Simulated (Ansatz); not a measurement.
SrCl2 (fluorite), relaxed with r2SCAN in Ansatz 0.2.0: the symmetry is Fm-3m (No. 225, cubic); a = 6.995 Å in the conventional setting, 28.53 Å³ an atom. Sr has 8 Cl at 3.03 Å; Cl has 4 Sr at 3.03 Å. The primitive cell holds 3 atoms in 85.58 Å³. The values are computed, spin-unpolarised, and not measurements.

Computed values: HSE06 (4×4×4) gives a least gap of 6.59 eV and a least direct gap of 6.83 eV. r2SCAN's ε∞ is 2.77.

Task: What is the density?

Result: The cell holds 1 Sr, 2 Cl: M = 1×87.620 + 2×35.450 = 158.52 u in V = 85.58 Å³. ρ = 1.66054 × M/V = 1.66054 × 158.52/85.58 = 3.076 g/cm³, for the static r2SCAN lattice.

Task: At what wavelength does absorption set in by HSE06, excitons left aside?

Result: λ = 1239.84 eV nm/E: 188 nm for the least gap, where it needs phonons and is weak, and 182 nm for direct transitions. That lies in the ultraviolet, so by this gap the crystal is transparent to visible light.

Task: What refractive index and reflectivity at normal incidence follow, below the gap and above the phonons?

Result: n = √2.77 = 1.664; R = ((n − 1)/(n + 1))² = (0.664/2.664)² = 6.2 % a face.

The meshes of the hybrids are coarse, so their gaps aren't converged to the digits shown.
